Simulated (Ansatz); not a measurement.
Au under changes of volume

One of the cells (17.771 Å³/atom); the others are scaled copies at fixed shape and fractional positions:

```
Au
1.0
     2.90000    0.00000    0.00000
    -1.45000    2.51147    0.00000
     0.00000    0.00000    4.88000
Au
2
Direct
  0.66667 0.33333 0.25000
  0.33333 0.66667 0.75000
```

This isn't the form of Au at room conditions, which is fcc.

- Program: Ansatz 0.2.0
- Functional: PBEsol
- Potentials or basis: all-electron LAPW, scalar-relativistic
- Cutoff: 245 eV (chosen from the basis error)
- Basis error allowed: 0.001 eV/atom
- k mesh: 11 × 11 × 6
- Occupations: fermi-dirac, width 0.05 eV
- Spin: no spin polarisation

```tsv
volume (Å³/atom)	energy over the lowest point (meV/atom)	pressure (GPa)
16.705	3.38	3.5
17.060	0.00	-0.3
17.416	?	?
17.771	15.60	-6.5
18.127	32.76	-9.0
18.482	55.11	-11.1
18.837	81.94	-13.0
```

**Question.** What does the run at 17.416 Å³/atom give?

**Answer.** Energy over the lowest point 4.39 meV/atom; pressure -3.6 GPa.

Worked out: A Birch-Murnaghan fit of order 3 (a polynomial in V^(-2/3)) to the other rows has its minimum at 17.03 Å³/atom with B0 = V·E''(V) = 170 GPa and B' = 5.4 at fixed shape and positions, which overstates the stiffness. It gives 4.40 meV/atom at 17.416 Å³/atom, against the run's 4.39, and -dE/dV = -3.6 GPa, against -3.6.

Energies are extrapolated to zero smearing.
